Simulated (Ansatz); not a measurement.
# Density of states of CaF₂

Space group Fm-3m (No. 225). a = 5.463 Å, b = 5.463 Å, c = 5.463 Å, α = 90.00°, β = 90.00°, γ = 90.00°
```
atom  site  symmetry       x       y       z
  Ca    4a      m-3m  0.0000  0.0000  0.0000
   F    8c      -43m  0.2500  0.7500  0.7500
```

The runs use the primitive cell with vectors (0.000, 2.731, 2.731), (2.731, 0.000, 2.731), (2.731, 2.731, 0.000) Å, to which the k mesh refers.

The structure is cubic, space group Fm-3m (No. 225). The conventional cell has a = 5.463 Å, b = 5.463 Å, c = 5.463 Å, α = 90.00°, β = 90.00°, γ = 90.00°. Ca (site symmetry m-3m) has 8 F at 2.37 Å as nearest neighbours. F (site symmetry -43m) has 4 Ca at 2.37 Å as nearest neighbours.

The cell is COD entry 5000222, as deposited and not checked against the literature; nothing was relaxed.

Computed with DFT, PBE, all-electron LAPW, scalar-relativistic in Ansatz 0.2.0.

Numerical set-up: a Γ-centred 10×10×10 k mesh, Fermi–Dirac smearing of 0.03 eV, basis error target 0.5 meV/atom, no spin polarisation.

**Question.** Which of the resolved shells contributes most in the top eV of the valence band?

**Answer.** F 2p, with 98 % of all states there; Ca 3p follows with 0 %.

**Question.** Tabulate the density of states.

**Answer.** States per eV and cell, averaged over 0.4 eV, from -2.9 to 0.1 eV, with energies (bin centres) from the valence-band top; empty bins are left out. The partial columns, the largest 3 alone, are projections on Löwdin-orthogonalised atomic shells (those that the program's projection atoms carry: the occupied ones and, for some elements, an empty d or f shell; other empty shells have no column), summed over atoms of an element. Weights on diffuse s and p shells depend on that basis and aren't pure angular character.
| E (eV) | total | F 2p | Ca 4s | Ca 3p |
| --- | --- | --- | --- | --- |
| -2.8 | 0.03 | 0.03 | 0.00 | 0.00 |
| -2.4 | 1.19 | 1.08 | 0.08 | 0.00 |
| -2.0 | 5.46 | 5.19 | 0.08 | 0.04 |
| -1.6 | 6.25 | 5.98 | 0.08 | 0.04 |
| -1.2 | 3.26 | 3.13 | 0.05 | 0.02 |
| -0.8 | 4.84 | 4.72 | 0.02 | 0.03 |
| -0.4 | 7.95 | 7.82 | 0.01 | 0.03 |
| 0.0 | 1.02 | 1.01 | 0.00 | 0.00 |
